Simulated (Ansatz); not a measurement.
**TePb: band structure with RPBE+D3(BJ)**

Crystal: TePb.

```
Pb Te
1.0
     0.00000    3.23100    3.23100
     3.23100    0.00000    3.23100
     3.23100    3.23100    0.00000
Pb Te
1 1
Direct
  0.02772 0.99045 0.00819
  0.53750 0.48559 0.46940
```

The cell isn't the ideal one: atoms moved at random, drawn with an rms of 0.15 Å.

| Quantity | Value |
| --- | --- |
| Program | Ansatz 0.2.0 |
| Task | band structure |
| Functional | RPBE |
| Dispersion | D3(BJ) |
| Potentials or basis | all-electron LAPW, relativistic spinors |
| Cutoff | 185 eV (chosen from the basis error) |
| Basis error allowed | 0.002 eV/atom |
| k mesh | 5 × 5 × 5 |
| Occupations | fixed |
| Spin | spin-orbit coupling, no magnetisation |

The pressure is -10.1 GPa, the largest force is 0.053 eV/Å and the band gap on the k mesh is 0.50 eV, direct. The band gap along the path is 0.40 eV, indirect (least direct gap 0.42 eV).

Forces on the atoms (eV/Å):
```
Pb  -0.048 -0.023  0.003
Te   0.048  0.023 -0.003
```

Stress tensor (GPa, compression positive):
```
 -9.71   0.10  -0.02
  0.10 -10.18  -0.01
 -0.02  -0.01 -10.55
```

Levels at the corners of the path, in eV from the valence-band top:
| point | band 58 | band 59 | band 60 | band 61 | band 62 | band 63 |
| --- | --- | --- | --- | --- | --- | --- |
| Γ | -0.98 | -0.94 | -0.94 | 2.66 | 2.66 | 4.66 |
| X | -3.12 | -2.41 | -2.41 | 3.33 | 3.33 | 4.75 |
| W | -3.70 | -0.38 | -0.34 | 1.70 | 1.73 | 5.16 |
| K | -2.50 | -1.81 | -1.78 | 3.08 | 3.12 | 4.10 |
| Γ | -0.98 | -0.94 | -0.94 | 2.66 | 2.66 | 4.66 |
| L | -0.70 | -0.03 | -0.03 | 0.40 | 0.40 | 1.50 |
| U | -2.44 | -1.86 | -1.74 | 3.06 | 3.24 | 4.02 |
| W | -3.70 | -0.38 | -0.34 | 1.70 | 1.73 | 5.16 |

Run time: 4.1 min on 1 thread of AMD EPYC 7R43 64-Core Processor (Zen 3), with other jobs on the host, peak memory 0.73 GiB.

Caveat: the mesh misses the band edges, which the band path finds closer together.
